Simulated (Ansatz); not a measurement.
## A film clamped to a substrate in Sr

Level of theory: DFT PBE, scalar-relativistic, plane waves, PAW in Ansatz 0.2.0. The runs took a 420 eV cutoff, a Γ-centred 14×14×14 mesh and Gaussian smearing (0.15 eV). No spin polarisation. Energies are free energies at this smearing, counted from the undisturbed cell; pressure is positive in compression.

The undisturbed cell (as given, not relaxed at this level; it stands at -0.3 GPa):

```
Sr
1.0
     0.00000    3.04235    3.04235
     3.04235    0.00000    3.04235
     3.04235    3.04235    0.00000
Sr
1
Direct
  0.00000 0.00000 0.00000
```

The cell (1 atom, V0 = 56.32 Å³) is strained by p along both x and y and by q along z, fractional coordinates fixed. τp = (1/V0) ∂E/∂p = (σxx + σyy)(1 + p)(1 + q) and τq = (1/V0) ∂E/∂q = σzz(1 + p)², with tension positive.

```
     p q  ΔE (meV/atom)  τp (GPa)  τq (GPa)
 0.000   0.000           0.00      0.58      0.29
-0.040   0.000           6.18     -1.53     -0.50
 0.040   0.000          20.32      2.25      1.00
 0.000  -0.040          -0.04     -0.24     -0.28
 0.000   0.040           8.01      1.25      0.85
```

Question: Get the second derivatives of the energy density.

Answer: Central differences give A = ∂τp/∂p = 47 GPa (C11 + C22 + 2 C12), C = ∂τq/∂q = 14.2 GPa (C33) and the cross term B = ∂τq/∂p = 18.7 GPa (C13 + C23); ∂τp/∂q = 18.7 GPa must equal B, and any difference shows higher-order terms. Steps this large leave an error of some per cent of A or C in all of these, which can swamp a small B. The ions are clamped. In a cubic crystal C11 = C = 14.2, C12 = B/2 = 9.4 GPa and A should be 2(C11 + C12) = 47 GPa; the bulk modulus is (C11 + 2 C12)/3 = 11.0 GPa.

Question: A film of this crystal grows with z along the normal on a substrate that imposes p. How does its thickness respond, and what does the misfit cost?

Answer: Count p and q from the stress-free cell. A free surface needs τq = 0, so q = −(B/C) p = -1.32 p. The energy density left is (A − B²/C) p²/2 = M p², with the biaxial modulus M = 11.3 GPa; a misfit of 1 % costs 0.40 meV/atom, against 0.83 meV/atom if the thickness were held.

The gap closes along the scan, which can put kinks into the curve.